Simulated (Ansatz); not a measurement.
SnSe under strain: ¹¹⁹Sn Mössbauer parameters

Cell: an entry of the Crystallography Open Database (COD), relaxed with PBE at fixed cell and then changed (z compressed by 1 %, ions relaxed).

```cif
data_structure
_symmetry_space_group_name_H-M 'P 1'
_symmetry_Int_Tables_number 1
_cell_length_a 4.2356
_cell_length_b 4.2356
_cell_length_c 4.2568
_cell_angle_alpha 59.834
_cell_angle_beta 59.834
_cell_angle_gamma 60.332
_cell_volume 54.00
loop_
_atom_site_label
_atom_site_type_symbol
_atom_site_fract_x
_atom_site_fract_y
_atom_site_fract_z
_atom_site_occupancy
Sn1 Sn 0.00000 0.00000 0.00000 1
Se2 Se 0.50000 0.50000 0.50000 1
```

Atoms are numbered from 1 in the order listed; like atoms form one site, named after its first atom.

All values are calculated (Ansatz; DFT, PBE, plane waves and PAW, scalar-relativistic, 420 eV cutoff, Γ-centred 13×13×13 k-points, Fermi–Dirac smearing 0.02 eV), not measured.

Isomer shifts (against SnO₂) follow from the electron density at the nucleus, δ = α(ρ − ρ₀), with α = 0.099 mm s⁻¹ a₀³ and ρ₀ = 183191.44 a₀⁻³ from a line fitted to 8 measured compounds at this level of theory (rms miss 0.12 mm/s). ΔE_Q = ½eQV_zz(1 + η²/3)^½ with Q = -0.132 b for the 23.9 keV state.

(1) Give the isomer shift and quadrupole splitting of each Sn site.

Results:

(1) 

| site | atoms | first shell | ρ − ρ₀ (a₀⁻³) | δ (mm/s) | ΔE_Q (mm/s) | η |
| --- | --- | --- | --- | --- | --- | --- |
| Sn | 1 | 6 Se at 2.98–3.01 Å | 36.9 | 3.65 | 0.12 | 0.00 |

The shift of Sn is typical of Sn(II).

Without spin–orbit coupling (the program notes it for Sn) the gradients can shift somewhat, as the gap is small. With a gap of 0.4 eV on this mesh, the gradients can still move by some per cent as the k-mesh gets denser. Shifts outside the range of the fitted compounds (-0.5 to 3.2 mm/s for Sn) are extrapolations.
